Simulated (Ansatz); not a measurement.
**CoSn (P6/mmm): electronic heat capacity and spin susceptibility from the density of states**

All numbers below come from Ansatz, DFT PBE, scalar-relativistic, plane waves, PAW.

Settings: cutoff 420 eV, Γ-centred mesh 12×12×8 on the computed 6-atom cell, Gaussian smearing of 0.10 eV; no spin polarisation.

Relaxed cell: P6/mmm, a = 5.297 Å, b = 5.297 Å, c = 4.230 Å, α = 90.00°, β = 90.00°, γ = 120.00°, 6 atoms in the primitive cell. Whether it is the stable form of this composition wasn't checked.

The density of states at the Fermi level is 3.154 states/eV in the cell of 6 atoms (3 formula units; both spins, tetrahedra on a 18×18×12 mesh).

**Question.** What Sommerfeld coefficient and Pauli susceptibility does this give?

**Answer.** Per formula unit N(E_F) = 1.051 states/eV. γ = (π²/3) k_B² N(E_F) N_A = 2.357 mJ/(mol K²) per state/eV, so γ = 2.5 mJ/(mol K²), a mole of formula units. χ_P = μ_B² N(E_F) N_A = 3.23×10⁻⁵ emu/mol per state/eV gives 3.4×10⁻⁵ emu/mol. This is the bare band result: a measured γ of the same phase is as a rule larger by a factor 1 + λ from phonons and spin fluctuations, the spin part of χ is larger by the Stoner factor, and a measured χ also holds orbital and core terms. N(E_F) at one energy is sensitive to the mesh where the density of states has sharp peaks.

A ferromagnetic start lost its moments in a first run, so spin was left out; other magnetic orders weren't tried.